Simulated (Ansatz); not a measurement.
What a change of settings does to a run on Rb

The structure is an experimental refinement, used without relaxation.

First run: DFT, PBE, all-electron LAPW, non-relativistic (Ansatz 0.2.0).

Command: `ansatz run input.yaml --threads 1 --pin off --max-ram 2048MiB --backend cpu --events-out ev --progress --plain --runs-dir out` The run took 1.4 s on 1 thread of Arm Neoverse V2, with other jobs on the host.

```yaml
crystal:
  lattice:
    - [-2.806, 2.806, 2.806]
    - [2.806, -2.806, 2.806]
    - [2.806, 2.806, -2.806]
  atoms:
    - { symbol: Rb, position: [0.0, 0.0, 0.0] }
kpoints:
  mp_grid: { grid: [8, 8, 8] }
  band_path:
    path:
      - [0.0, 0.0, 0.0]
      - [0.5, -0.5, 0.5]
      - [0.0, 0.0, 0.5]
      - [0.0, 0.0, 0.0]
      - [0.25, 0.25, 0.25]
      - [0.5, -0.5, 0.5]
      - [0.25, 0.25, 0.25]
      - [0.0, 0.0, 0.5]
    npoints: 5
scf:
  occupations: { method: fermi_dirac, width: 0.05 }
hamiltonian:
  xc: pbe
  pseudopotentials:
    kind: all_electron
    lapw: { basis_error: 0.001 }
    relativity: none
output:
  forces: true
  stress: true
  eigenvalues: true
```

Result: converged; pressure 0.19 GPa; 7 SCF iterations.

A second input differs as follows:

```diff
@@ -1,7 +1,7 @@
 crystal:
   lattice:
-    - [-2.806, 2.806, 2.806]
-    - [2.806, -2.806, 2.806]
-    - [2.806, 2.806, -2.806]
+    - [-5.30257144, 5.30257144, 5.30257144]
+    - [5.30257144, -5.30257144, 5.30257144]
+    - [5.30257144, 5.30257144, -5.30257144]
   atoms:
     - { symbol: Rb, position: [0.0, 0.0, 0.0] }
@@ -21,4 +21,5 @@
 scf:
   occupations: { method: fermi_dirac, width: 0.05 }
+  max_iter: 80
 hamiltonian:
   xc: pbe
```

Task: What is wrong with it, and what does the program do?

Result: The fault is a lattice typed in bohr. The run converged; pressure -0.05 GPa; 7 SCF iterations. The numbers describe a strongly squeezed or stretched cell, not the crystal at ambient pressure. The log ends:
```
  P = ⅓ Tr σ = -0.0516 GPa (-0.516 kbar)
--- Band table (eV; the first three rows and the last of 29) ---
  k-point 0: bands = ["-15.2835", "-15.2835", "-15.2835", "-1.6540", "0.7537", "0.7537", "0.7537", "0.8325"]
  k-point 1: bands = ["-15.2835", "-15.2835", "-15.2835", "-1.6209", "0.4120", "0.6088", "0.7321", "0.7870"]
  k-point 2: bands = ["-15.2835", "-15.2835", "-15.2835", "-1.5279", "0.0049", "0.4744", "0.6809", "0.6940"]
  k-point 28: bands = ["-15.2835", "-15.2835", "-15.2835", "-1.1188", "-0.0476", "-0.0476", "-0.0476", "0.3182"]
```
